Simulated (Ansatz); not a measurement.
Crystal: NiO.

```
Ni O
1.0
     0.00000    2.08590    2.08590
     2.08590    0.00000    2.08590
     2.08590    2.08590    0.00000
Ni O
1 1
Direct
  0.00000 0.00000 0.00000
  0.50000 0.50000 0.50000
```

* Program: Ansatz 0.2.0
* Task: relaxation of cell and atoms
* Functional: rPW86-PBE
* Potentials or basis: Ansatz PAW
* Cutoff: 420 eV (not typed: the program's choice for these potentials)
* k mesh: 11 × 11 × 11
* Occupations: fermi-dirac, width 0.05 eV
* Spin: collinear spin, ferromagnetic start
* Starting moments: [1.0, 0.0] μB

At the start: volume 9.08 Å³/atom.

Problem. How do energy, volume and symmetry change on relaxing?

Solution. It ends after 9 steps and the volume is 9.83 Å³/atom (+8.3 %); space group Fm-3m (No. 225, to 0.05 Å); moment 1.90 μB per cell.

The path:
```csv
step,energy change (eV),largest force (eV/Å),volume (Å³)
1,0.0000,0.0000,18.15
2,-0.0423,0.0000,18.81
3,-0.0563,0.0000,19.52
4,-0.0561,0.0000,19.57
5,-0.0659,0.0000,19.57
6,-0.0657,0.0000,19.65
7,-0.0661,0.0000,19.65
8,-0.0661,0.0000,19.66
9,-0.0661,0.0000,19.66
```

Final structure:
```yaml
crystal:
  lattice:
    - [0.00000, 2.14215, 2.14215]
    - [2.14215, 0.00000, 2.14215]
    - [2.14215, 2.14215, 0.00000]
  atoms:
    - { symbol: Ni, position: [0.00000, 0.00000, 0.00000] }
    - { symbol: O, position: [0.50000, 0.50000, 0.50000] }
```

Caveat: the plane-wave basis is chosen anew once the cell has moved, so the energies of steps on either side of that aren't comparable; the pressure holds a Pulay correction of +0.7 GPa for the finite cutoff; a cell with one magnetic atom can't hold antiferromagnetic order, which such compounds often take; the PAW data sets come from PBE, with cores solved anew for the run's functional, which leaves a small shift of forces and pressure.
